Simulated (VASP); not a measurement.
Wanted: the native input for a VASP 6.6.1 run.

| Property | Result |
| --- | --- |
| Task | single point |
| Functional | PBE |
| Potentials or basis | VASP PAW PBE potentials, release 64 (Si, C) |
| Cutoff | 450 eV |
| k mesh | 2 × 2 × 2 |
| Occupations | gaussian, width 0.01 eV |
| Spin | no spin polarisation |
| Monkhorst-Pack mesh | no |
| Further INCAR settings | PREC = Normal; LREAL = Auto; ALGO = Fast; EDIFF = 1e-07 |

The structure of SiC lies in POSCAR:

```
SiC
1.0
    1.5465940000      8.0363460000      0.0000000000
   -7.7329770000     -2.6787820000      0.0000000000
    0.0000000000      0.0000000000     10.1265810000
Si C
28 28
Direct
    0.3333331400      0.6666664300      0.9378460000
    0.1904760000      0.2380950000      0.9378460000
    0.6190474300      0.5238092900      0.9378460000
    0.0476188600      0.8095235700      0.9378460000
    0.4761902900      0.0952378600      0.9378460000
    0.9047617100      0.3809521400      0.9378460000
    0.7619045700      0.9523807100      0.9378460000
    0.5238097100      0.9047621400      0.4378460000
    0.3809525700      0.4761907100      0.4378460000
    0.8095240000      0.7619050000      0.4378460000
    0.2380954300      0.0476192900      0.4378460000
    0.6666668600      0.3333335700      0.4378460000
    0.0952382900      0.6190478600      0.4378460000
    0.9523811400      0.1904764300      0.4378460000
    0.2857142900      0.8571428600      0.6878980000
    0.1428571400      0.4285714300      0.6878980000
    0.5714285700      0.7142857100      0.6878980000
    0.0000000000      0.0000000000      0.6878980000
    0.4285714300      0.2857142900      0.6878980000
    0.8571428600      0.5714285700      0.6878980000
    0.7142857100      0.1428571400      0.6878980000
    0.2857142900      0.8571428600      0.1878980000
    0.1428571400      0.4285714300      0.1878980000
    0.5714285700      0.7142857100      0.1878980000
    0.0000000000      0.0000000000      0.1878980000
    0.4285714300      0.2857142900      0.1878980000
    0.8571428600      0.5714285700      0.1878980000
    0.7142857100      0.1428571400      0.1878980000
    0.3333331400      0.6666664300      0.7498070000
    0.1904760000      0.2380950000      0.7498070000
    0.6190474300      0.5238092900      0.7498070000
    0.0476188600      0.8095235700      0.7498070000
    0.4761902900      0.0952378600      0.7498070000
    0.9047617100      0.3809521400      0.7498070000
    0.7619045700      0.9523807100      0.7498070000
    0.5238097100      0.9047621400      0.2498070000
    0.3809525700      0.4761907100      0.2498070000
    0.8095240000      0.7619050000      0.2498070000
    0.2380954300      0.0476192900      0.2498070000
    0.6666668600      0.3333335700      0.2498070000
    0.0952382900      0.6190478600      0.2498070000
    0.9523811400      0.1904764300      0.2498070000
    0.2857142900      0.8571428600      0.5004470000
    0.1428571400      0.4285714300      0.5004470000
    0.5714285700      0.7142857100      0.5004470000
    0.0000000000      0.0000000000      0.5004470000
    0.4285714300      0.2857142900      0.5004470000
    0.8571428600      0.5714285700      0.5004470000
    0.7142857100      0.1428571400      0.5004470000
    0.2857142900      0.8571428600      0.0004470000
    0.1428571400      0.4285714300      0.0004470000
    0.5714285700      0.7142857100      0.0004470000
    0.0000000000      0.0000000000      0.0004470000
    0.4285714300      0.2857142900      0.0004470000
    0.8571428600      0.5714285700      0.0004470000
    0.7142857100      0.1428571400      0.0004470000
```

The cell is a database's computed one.

The input as run:

INCAR

```
SYSTEM = SiC
ALGO = Fast
EDIFF = 1E-7
ENCUT = 450
GGA = PE
ICORELEVEL = 1
ISIF = 2
ISMEAR = 0
KPAR = 2
LASPH = .TRUE.
LCHARG = .FALSE.
LREAL = Auto
LWAVE = .FALSE.
NCORE = 1
NELM = 80
PREC = Normal
SIGMA = 0.01
```

KPOINTS

```
k-points
0
G
  2 2 2
  0 0 0
```

Potentials or basis: VASP PAW PBE potentials, release 64 (Si, C).

Launch:

```sh
$ cat potpaw_PBE.64/Si/POTCAR potpaw_PBE.64/C/POTCAR > POTCAR
$ mpirun -np 2 vasp_std > vasp.out
```

Results of the run:

```
Largest force          : 0.009 eV/Å
Band gap on the k mesh : 2.22 eV
```

Caveat: the k mesh is coarse (spacing up to 0.44 Å⁻¹), so the values aren't converged.

Run time: 2.6 min on 2 MPI ranks on Intel(R) Xeon(R) Platinum 8259CL CPU @ 2.50GHz (Skylake/Cascade Lake), on a shared host, peak memory 0.4 GiB a rank.
